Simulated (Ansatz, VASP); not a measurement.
# Co: VASP beside Ansatz

```
Co
1.0
     0.00000    1.77533    1.77533
     1.77533    0.00000    1.77533
     1.77533    1.77533    0.00000
Co
1
Cartesian
  0.0000 0.0000 0.0000
```

Alike in both runs: task single point; functional PBEsol; k mesh 8 × 8 × 8; occupations gaussian, width 0.1 eV; collinear spin.

|  | VASP | Ansatz |
| --- | --- | --- |
| version | VASP 6.6.1 | Ansatz 0.2.0 |
| potentials or method | VASP PAW PBE potentials, release 64 (Co) | scalar-relativistic, plane waves, PAW |
| plane-wave cutoff (eV) | 520 | 420 |
| valence electrons in the cell | 9 | 17 |

Ansatz gave:

* gap on the k mesh at the Fermi level (eV): none
* pressure (GPa): -14.2
* net moment per atom (μB): 1.70
* size of the moment on the site where the two differ most (μB): 1.76

What did VASP give for the same quantities?

gap on the k mesh at the Fermi level (eV): none; pressure (GPa): -14.7; net moment per atom (μB): 1.70; size of the moment on the site where the two differ most (μB): 1.71.

Site moments also hang on the region over which each program counts them. A gap of «none» marks a metal or a gap that the smearing closes. With one functional, cell and mesh, what is left measures potentials, basis and numerics. The two sets of potentials don't hold the same shells in valence.

Caveats: the k mesh is coarse (spacing up to 0.38 Å⁻¹), so the values aren't converged; the PAW data sets were made with another functional, which shifts forces and pressure a little (VASP).
